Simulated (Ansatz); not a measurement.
# Sr: how the settings move a single-point run

Aim: see which settings change the result for Sr, by how much, and at what cost.

The COD cell was measured well above room temperature, so it is larger than a cold one.

Method: reference: DFT, LDA, all-electron LAPW, scalar-relativistic, in Ansatz 0.2.0.

## 1. Starting point

Symmetry: Im-3m, No. 229, cubic system. Conventional cell: a = 4.850 Å, b = 4.850 Å, c = 4.850 Å, α = 90.00°, β = 90.00°, γ = 90.00°. Sr (site symmetry m-3m) has 8 Sr at 4.20 Å in its first shell of neighbours.

As a file:

```cif
data_structure
_symmetry_space_group_name_H-M 'P 1'
_symmetry_Int_Tables_number 1
_cell_length_a 4.2002
_cell_length_b 4.2002
_cell_length_c 4.2002
_cell_angle_alpha 109.471
_cell_angle_beta 109.471
_cell_angle_gamma 109.471
_cell_volume 57.04
loop_
_atom_site_label
_atom_site_type_symbol
_atom_site_fract_x
_atom_site_fract_y
_atom_site_fract_z
_atom_site_occupancy
Sr1 Sr 0.00000 0.00000 0.00000 1
```

## 2. The reference run

input.yaml reads:

```yaml
crystal:
  lattice:
    - [-2.425, 2.425, 2.425]
    - [2.425, -2.425, 2.425]
    - [2.425, 2.425, -2.425]
  atoms:
    - { symbol: Sr, position: [0.0, 0.0, 0.0] }
kpoints:
  mp_grid: { grid: [12, 12, 12] }
  band_path:
    path:
      - [0.0, 0.0, 0.0]
      - [0.5, -0.5, 0.5]
      - [0.0, 0.0, 0.5]
      - [0.0, 0.0, 0.0]
      - [0.25, 0.25, 0.25]
      - [0.5, -0.5, 0.5]
      - [0.25, 0.25, 0.25]
      - [0.0, 0.0, 0.5]
    npoints: 5
scf:
  occupations: { method: fermi_dirac, width: 0.05 }
hamiltonian:
  xc: lda
  pseudopotentials: { kind: all_electron, lapw: { basis_error: 0.00025 } }
output:
  forces: true
  stress: true
  eigenvalues: true
```

Launch:

```bash
ansatz run input.yaml --threads 1 --pin off --max-ram 2048MiB --backend cpu --events-out ev --progress --plain --runs-dir out
```

## 3. Changed: preconditioner kerker

Edit input.yaml of step 2 so:

```diff
@@ -22,2 +22,3 @@
   occupations: { method: fermi_dirac, width: 0.05 }
+  mixing: { preconditioner: kerker }
 hamiltonian:
```

What does the calculation give? Wanted: for each run, ending; energy change; pressure; gap; force.

**Answer**, as computed:

```
                     run     ending  energy change  pressure (GPa)  gap (eV)  force (eV/Å)  cycles   time
               reference  converged              0            -1.8      0.00          0.00       7  3.5 s
1: preconditioner kerker  converged   0.0 meV/atom            -1.8      0.00          0.00       7  3.6 s
```

Residual by cycle in the longest SCF loop of each run; runs are numbered as in the table. The quantity is the density residual dr2, in eV.

```
cycle  reference    run 1
    1    0.00692  0.00692
    2    0.00429  0.00429
    3     7.1e-4   7.1e-4
    4     6.0e-5   6.0e-5
    5     1.1e-5   1.1e-5
    6     1.8e-6   1.8e-6
    7     5.8e-8   5.8e-8
```

Energy and cycle count are those of the reference, so the change (mixing) left the result and the number of cycles as they were.
